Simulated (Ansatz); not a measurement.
**InSe from LDA upwards**

The starting cell is an entry of the Crystallography Open Database (1975):

```
In Se
1.0
     2.00000    1.15470    8.44000
    -2.00000    1.15470    8.44000
     0.00000   -2.30940    8.44000
In Se
2 2
Direct
  0.00000 0.00000 0.00000
  0.11140 0.11140 0.11140
  0.61650 0.61650 0.61650
  0.82810 0.82810 0.82810
```

Atoms and cell were relaxed at zero pressure with plane-wave PAW DFT (Ansatz 0.2.0; one set of PAW datasets, made under PBE, for all functionals; 420 eV, r2SCAN 500 eV; 8×8×8 Γ-centred mesh, fermi-dirac occupations of width 0.020 eV; no spin polarisation, no spin-orbit coupling, no dispersion correction), keeping the symmetry (R3m, No. 160).

Problem. How do the functionals compare with each other and with the entry?

Solution. The relaxed conventional cells:

```csv
functional,a (Å),c (Å),volume (Å³/atom),formation energy (eV/atom)
LDA,3.973,24.397,27.80,-0.478
PBEsol,4.009,25.284,29.33,-0.482
PBE,4.088,27.795,33.53,-0.526
r2SCAN,4.044,26.046,30.74,-0.680
the entry,4.000,25.320,29.24,–
```

LDA gives the smallest volume and PBE the largest, 20.6 % more, the usual order, since LDA overbinds and PBE's gradient terms loosen the lattice. Against the entry's volume: LDA -4.9 %, PBEsol +0.3 %, PBE +14.7 %, r2SCAN +5.1 %. No verdict is drawn from this: the entry is old or was flagged in a check, so the entry may be off as well as the functionals. The axis c stretches most from LDA to PBE (13.9 %), the mark of a weakly bound direction, where the missing dispersion matters. The formation energies span 0.20 eV an atom, lowest under r2SCAN.

Caveats: each relaxation keeps the start's symmetry, so a distorted cell may lie lower; computed cells are at 0 K with fixed nuclei, while the entry holds thermal expansion, often some tenths of a per cent in volume and more in soft crystals; without dispersion the spacing of weakly bound layers is ill defined; formation energies are at zero smearing against the elements' usual phases under the same functional, gases as free molecules, uncorrected.
